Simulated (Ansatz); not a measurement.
Cd under changes of volume

One of the cells (21.585 Å³/atom); the others are scaled copies at fixed shape and fractional positions:

```
Cd
1.0
     2.97887    0.00000    0.00000
    -1.48944    2.57978    0.00000
     0.00000    0.00000    5.61765
Cd
2
Direct
  0.66667 0.33333 0.75000
  0.33333 0.66667 0.25000
```

```yaml
Program: Ansatz 0.2.0
Functional: PBE
Potentials_or_basis: Ansatz PAW
Cutoff: "420 eV (not typed: the program's choice for these potentials)"
k_mesh: 10 × 10 × 5
Occupations: fermi-dirac, width 0.05 eV
Spin: no spin polarisation
```

```csv
volume (Å³/atom),energy over the lowest point (meV/atom),pressure (GPa)
20.290,50.42,7.4
20.722,32.68,5.7
21.154,19.32,4.2
21.585,9.81,2.9
22.017,?,?
22.449,0.53,0.7
22.880,0.00,-0.2
```

Q: What does the run at 22.017 Å³/atom give?

A: Energy over the lowest point 3.68 meV/atom; pressure 1.7 GPa.

Worked out: A Birch-Murnaghan fit of order 3 (a polynomial in V^(-2/3)) to the other rows has its minimum at 22.76 Å³/atom with B0 = V·E''(V) = 47 GPa and B' = 5.8 at fixed shape and positions, which overstates the stiffness. It gives 3.68 meV/atom at 22.017 Å³/atom, against the run's 3.68, and -dE/dV = 1.7 GPa, against 1.7.

Energies are extrapolated to zero smearing.
